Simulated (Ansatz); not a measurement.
# Sn (Fd-3m) in Ansatz: a series of runs, part 2 of 2

Ansatz 0.2.0. Earlier steps stand in the parts before.

## 3. Relaxation of cell and atoms, PBEsol

File input.yaml:

```yaml
crystal:
  lattice:
    - [0.0, 3.2333428, 3.2333428]
    - [3.2333428, 0.0, 3.2333428]
    - [3.2333428, 3.2333428, 0.0]
  atoms:
    - { symbol: Sn, position: [0.75, 0.75, 0.75] }
    - { symbol: Sn, position: [0.5, 0.5, 0.5] }
hamiltonian:
  xc: pbesol
  pseudopotentials: { kind: paw }
kpoints:
  mp_grid: { grid: [7, 7, 7] }
scf:
  occupations: { method: fermi_dirac, width: 0.05 }
output:
  forces: true
  stress: true
relax:
  f_tol: 0.01
  max_steps: 40
  cell: { stress_tol: 0.05 }
```

Potentials or basis: Ansatz PAW.

Command:

```
> ansatz run input.yaml --threads 2 --pin off --max-ram 5632MiB --backend cpu --events-out ev --progress --plain --runs-dir out
```

Run time: 16 s. Hardware: 2 threads of Intel Xeon at 2.50GHz (Skylake/Cascade Lake), shared host; peak memory 0.36 GiB.

Results (log left out):

```
Free energy                            : -11899.4910 eV
Relaxed volume                         : 34.99 Å³/atom
Relaxed cell                           : a = 4.626 Å, b = 4.626 Å, c = 4.626 Å, α = 60.00°, β = 60.00°, γ = 60.00°
Space group after relaxing (to 0.05 Å) : Fd-3m (No. 227)
Energy gained by relaxing              : 5.5 meV/atom
Ionic steps                            : 5
Pressure after relaxing                : 0.0 GPa
```

The path:
| step | energy change (eV) | largest force (eV/Å) | volume (Å³) |
| --- | --- | --- | --- |
| 1 | 0.0000 | 0.0000 | 67.61 |
| 2 | -0.0069 | 0.0000 | 71.38 |
| 3 | -0.0106 | 0.0000 | 70.08 |
| 4 | -0.0106 | 0.0000 | 69.98 |
| 5 | -0.0110 | 0.0000 | 69.98 |

Final structure:
```
Sn
1.0
     0.00000    3.27073    3.27073
     3.27073    0.00000    3.27073
     3.27073    3.27073    0.00000
Sn
2
Direct
  0.75000 0.75000 0.75000
  0.50000 0.50000 0.50000
```

Caveat: the plane-wave basis is chosen anew once the cell has moved, so the energies of steps on either side of that aren't comparable; the PAW data sets come from PBE, with cores solved anew for the run's functional, which leaves a small shift of forces and pressure. Zero-point motion and thermal expansion aren't in these numbers.

## 4. Single point, PBE

File input.yaml:

```yaml
crystal:
  lattice:
    - [0.0, 3.2333428, 3.2333428]
    - [3.2333428, 0.0, 3.2333428]
    - [3.2333428, 3.2333428, 0.0]
  atoms:
    - { symbol: Sn, position: [0.75, 0.75, 0.75] }
    - { symbol: Sn, position: [0.5, 0.5, 0.5] }
hamiltonian:
  xc: pbe
  pseudopotentials: { kind: paw }
kpoints:
  mp_grid: { grid: [7, 7, 7] }
scf:
  occupations: { method: gaussian, width: 0.025 }
output:
  forces: true
  stress: true
  eigenvalues: true
  write_density: true
  write_potential: true
  elf: true
  volumetric_format: npy
```

Potentials or basis: Ansatz PAW.

Command:

```
> ansatz run input.yaml --threads 2 --pin off --max-ram 5632MiB --backend cpu --events-out ev --progress --plain --runs-dir out
```

What it wrote:

```text
Warning: RAYON_NUM_THREADS=2 ignored (pool sized by the plan → 2); use --threads N
Engine: ansatz 0.2.0, x86_64-unknown-linux-gnu
Pseudopotentials: kind: paw
Pseudopotential: Sn, paw, valence charge 14, recommended cutoff 420 eV (normal), Sn.paw.azcp
Functional definition: PBE
  parameter kappa = 0.804
  parameter beta = 0.06672455060314922
  exchange = pbe_x(kappa = kappa, mu = beta*pi^2/3)
  correlation = pbe_c(beta = beta)
Crystal: 2 atoms, lattice volume = 67.606 Å³
Basis set: ecut = 420 eV, 1363 PW (Γ), exchange–correlation on 64×64×64 points (8 copies of the dense FFT grid, shifted against one another)
Bands: 18, of which v1, the nominal top of the filled ones, is band 14 counted from 1 (13 counted from 0)
Symmetry: 48 space group operations
Space group: Fd-3m (ITA 227), of the structure as read, at distance tolerance 4.1e-5 Å
k-points: 20 of 343
Non-local potential: Sn, projectors of the file, l = 0: 2, l = 1: 2, l = 2: 2, l = 3: 2
PAW form: soft (Blöchl's): semilocal exchange-correlation on the pseudo side does not see the compensation charge
PAW one-centre angular grid: Sn, 590 points (default); XC on 64 Gauss nodes
Initial density: superposition of atomic densities (neutral atoms: chi_scale 0, normalization atom), corrected by the library's trained network
Initial wavefunctions: pseudopotential atomic-orbital guess
Functional: x = pbe(κ = 0.804, μ = 0.2195149727645171), c = pbe(β = 0.06672455060314922)
SCF iter   1: F=—  HF=-12048.342615 eV  |F-HF|=—  |Δ(HF+E_count)|=         —  Δρ=6.64e-4  dr2=2.64e-4  ethr=1.77e-3  ⟨swp⟩=6.1  Hψ=1949  notcnv=0
preconditioner: auto → none  [insulator: Δε(μ)=0.324 eV  Ē_g=20.191 eV  σ=0.025 eV  W_gap=0.75  n_scr=14 (ndim 8)  ℏωp=23.9 eV  f_vac=0.091  D(μ)=0.85/eV (n_scr^D=0)  ε∞_Penn≈2.4]
SCF iter   2: F=—  HF=-12048.341605 eV  |F-HF|=—  |Δ(HF+E_count)|=   1.01e-3  Δρ=4.24e-4  dr2=1.45e-4  ethr=9.45e-7  ⟨swp⟩=2.0  Hψ=853  notcnv=0
SCF iter   3: F=—  HF=-12048.341674 eV  |F-HF|=—  |Δ(HF+E_count)|=   6.96e-5  Δρ=1.32e-4  dr2=1.04e-5  ethr=5.17e-7  ⟨swp⟩=2.0  Hψ=642  notcnv=0
SCF iter   4: F=—  HF=-12048.341715 eV  |F-HF|=—  |Δ(HF+E_count)|=   4.12e-5  Δρ=6.65e-5  dr2=2.77e-6  ethr=3.73e-8  ⟨swp⟩=2.0  Hψ=439  notcnv=0
SCF iter   5: F=—  HF=-12048.341725 eV  |F-HF|=—  |Δ(HF+E_count)|=   9.80e-6  Δρ=3.87e-5  dr2=6.87e-7  ethr=9.89e-9  ⟨swp⟩=2.0  Hψ=439  notcnv=0
SCF iter   6: F=-12048.341725 eV  HF=-12048.341725 eV  |F-HF|=8.27e-8  |Δ(HF+E_count)|=   1.41e-7  Δρ=1.30e-5  dr2=7.62e-8  ethr=3.57e-10  ⟨swp⟩=7.8  Hψ=2560  notcnv=0
SCF 1 converged in 6 iterations: F = -12048.341725 eV  dr2 = 7.62e-8
SCF converged after 6 iterations
Free energy (F): -12048.341725 eV
Harris-Foulkes:  -12048.341725 eV  (|F-HF|=8.27e-8)
Internal energy: -12048.341461 eV  (E = F + TS)
E sigma→0 (E₀):  -12048.341593 eV
Entropy (-TS):   -0.000264 eV (-0.132 meV/atom)
Fermi energy:    8.004713 eV
--- Per-component energies (eV) ---
  E_band       = -244.629554
  E_kinetic    = 375.352230
  E_local      = -2288.353232  (includes V_loc(G=0)·N_el)
  E_nonlocal   = -63.814933
  E_hartree    = 1319.943392
  E_xc         = -764.302846
  E_vxc        = -191.373483  (∫ρ·V_xc dr)
  E_paw        = -8276.143395  (= ΣΔE_a)
  E_vpaw       = -716.310011  (= ΣTr[D̂ρ^β])
  E_aug_tail   = -0.000001  (compensation charges beyond the density's cutoff)
  E_ewald      = -2351.022677
  E_smearing   = -0.000264  (= −TS)
  E_closure    = -0.000000  (closes the sum)
  Σ components = -12048.341725   (vs F -12048.341725, Δ=0.00e0)
--- Forces (eV/Å), atoms counted from 1 ---
  atom   1  Sn     0.00000000     0.00000000    -0.00000000
  atom   2  Sn     0.00000000     0.00000000    -0.00000000
  max |Σ_I F_I| component: 9.25e-18 eV/Å
--- Stress (GPa, compression-positive) ---
        3.829167       0.000000       0.000000
        0.000000       3.829167       0.000000
       -0.000000      -0.000000       3.829167
  P = ⅓ Tr σ = 3.8292 GPa (38.292 kbar)
--- Band table (eV; the first three rows and the last of 20) ---
  k-point 0: bands = ["-13.7383", "-13.7383", "-13.7383", "-13.6774", "-13.6774", "-13.3587", "-13.3587", "-13.3587", "-13.3488", "-13.3488", "-2.7078", "7.4087", "8.0544", "8.0544", "8.0544", "10.1293", "10.1293", "10.1293"]
  k-point 1: bands = ["-13.7518", "-13.7518", "-13.7333", "-13.6579", "-13.6579", "-13.3848", "-13.3848", "-13.3650", "-13.3263", "-13.3263", "-2.5088", "5.5429", "7.6970", "7.6970", "8.5891", "10.5862", "10.5862", "11.0536"]
  k-point 2: bands = ["-13.7678", "-13.7678", "-13.7219", "-13.6304", "-13.6304", "-13.4086", "-13.4086", "-13.3796", "-13.3089", "-13.3089", "-1.9431", "3.4358", "7.1746", "7.1746", "8.2622", "11.1261", "11.1261", "13.0492"]
  k-point 19: bands = ["-13.8135", "-13.8005", "-13.6284", "-13.5585", "-13.5394", "-13.5060", "-13.5002", "-13.4456", "-13.2705", "-13.2578", "0.0293", "0.9321", "4.5938", "5.4141", "10.1930", "11.9233", "12.5362", "12.5411"]
```

rho_z.tsv:

```text
# z_ang	rho[e/angstrom^3]
# format = ansatz-planar-average/11
# lattice	0.000000000	3.233342800	3.233342800
# lattice	3.233342800	0.000000000	3.233342800
# lattice	3.233342800	3.233342800	0.000000000
# sites	2
# site	50	4.850014200	4.850014200	4.850014200
# site	50	3.233342800	3.233342800	3.233342800
0.000000	1.051565e-1
0.142895	8.821029e-2
0.285790	7.822673e-2
0.428685	7.290107e-2
0.571580	7.122056e-2
0.714475	7.290107e-2
[... 24 lines left out ...]
4.286847	1.804833e-1
4.429742	1.335445e-1
```

v_z.tsv:

```text
# z_ang	v_es[eV]	v_tot[eV]
# format = ansatz-planar-average/11
# xc	pbe
# density_cutoff_ev	1680
# datasets	Sn=:simpson_from_first_knot:soft
# lattice	0.000000000	3.233342800	3.233342800
# lattice	3.233342800	0.000000000	3.233342800
# lattice	3.233342800	3.233342800	0.000000000
# sites	2
# site	50	4.850014200	4.850014200	4.850014200
# site	50	3.233342800	3.233342800	3.233342800
0.000000	8.598713e0	1.944564e0
0.142895	9.353638e0	2.983463e0
0.285790	9.860498e0	3.678060e0
0.428685	1.013265e1	4.064902e0
0.571580	1.022116e1	4.192971e0
0.714475	1.013265e1	4.064902e0
[... 24 lines left out ...]
4.286847	6.980462e0	-6.653516e-1
4.429742	7.734194e0	6.590887e-1
```

Wall time 5.6 s (2 threads of Intel Xeon at 2.50GHz (Skylake/Cascade Lake), shared host); peak memory 0.34 GiB.

Results:

* Free energy: -12048.3417 eV
* Pressure: 3.8 GPa
* Band gap on the k mesh: none (metal or under the smearing width)

Levels at points of the mesh, in eV from the Fermi level:
```tsv
k point	band 10	band 11	band 12	band 13	band 14	band 15	band 16	band 17	band 18
(0.00, 0.00, 0.00)	-21.35	-10.71	-0.60	0.05	0.05	0.05	2.12	2.12	2.12
```

## 5. Single point, PBE

Changes to input.yaml since step 4:

```diff
@@ -14,3 +14,3 @@
 scf:
-  occupations: { method: gaussian, width: 0.025 }
+  occupations: { method: gaussian, width: 0.026 }
 output:
@@ -19,5 +19 @@
   eigenvalues: true
-  write_density: true
-  write_potential: true
-  elf: true
-  volumetric_format: npy
```

Command:

```
> ansatz run input.yaml --threads 2 --pin off --max-ram 5632MiB --backend cpu --events-out ev --progress --plain --runs-dir out
```

Run time: 4.2 s. Hardware: 2 threads of Intel Xeon at 2.50GHz (Skylake/Cascade Lake), shared host; peak memory 0.34 GiB.

It converged, with:

```yaml
Free_energy: -12048.3417 eV
Pressure: 3.8 GPa
Band_gap_on_the_k_mesh: none (metal or under the smearing width)
```

Levels at points of the mesh, in eV from the Fermi level:
| k point | band 12 | band 13 | band 14 | band 15 | band 16 | band 17 |
| --- | --- | --- | --- | --- | --- | --- |
| (0.00, 0.00, 0.00) | -0.60 | 0.05 | 0.05 | 0.05 | 2.13 | 2.13 |

## 6. Overview

```csv
task,level,cell,smearing,gap on the mesh (eV),pressure (GPa),relaxed volume (Å³/atom)
relaxation of cell and atoms,LDA,relaxed,fermi-dirac 0.05 eV,none,0.0,33.93
relaxation of cell and atoms,PBEsol,relaxed,fermi-dirac 0.05 eV,-,0.0,34.99
single point,PBE,as given,gaussian 0.025 eV,none,3.8,-
single point,PBE,as given,gaussian 0.026 eV,none,3.8,-
```

Alike in all rows: potentials or basis Ansatz PAW; no spin polarisation; k mesh 7 × 7 × 7; cutoff (eV) 420.

Caveats: the plane-wave basis is chosen anew once the cell has moved, so the energies of steps on either side of that aren't comparable (some runs); the PAW data sets come from PBE, with cores solved anew for the run's functional, which leaves a small shift of forces and pressure (some runs).

Absolute energies hang on the potentials; compare differences alone.
